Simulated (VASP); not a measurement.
Input of a VASP 6.6.1 run:

File INCAR:

```
PREC     = Accurate       # precision mode
ENCUT    = 520            # plane-wave cutoff, eV
EDIFF    = 1E-7           # SCF threshold, eV
ISMEAR   = 0              # smearing method
SIGMA    = 0.1            # smearing width, eV
LREAL    = False          # projectors in reciprocal space
LASPH    = True           # aspherical terms in the spheres
NELM     = 100            # most SCF steps
ALGO     = Fast           # electronic algorithm
ISIF     = 2              # what is computed and relaxed
LWAVE    = False          # write WAVECAR
LCHARG   = False          # write CHGCAR
GGA      = PE             # functional
IVDW     = 12             # dispersion correction
NBANDS   = 8              # bands
```

File KPOINTS:

```
Automatic mesh
0
Gamma
  16 16 16
```

File POSCAR:

```
Li
1.0
    0.0000000000      2.0884826778      2.0884826778
    2.0884826778      0.0000000000      2.0884826778
    2.0884826778      2.0884826778      0.0000000000
Li
1
Direct
    0.0000000000      0.0000000000      0.0000000000
```

Potentials or basis: VASP PAW PBE potentials, release 64 (Li_sv).

The run is started by

```sh
$ cat potpaw_PBE.64/Li_sv/POTCAR > POTCAR
$ mpirun -np 1 vasp_std > vasp.out
```

(1) Predict the band gap on the k mesh.

(2) Estimate the dispersion energy per atom.

Answers

(1) none (metal or under the smearing width).

(2) -0.188 eV.
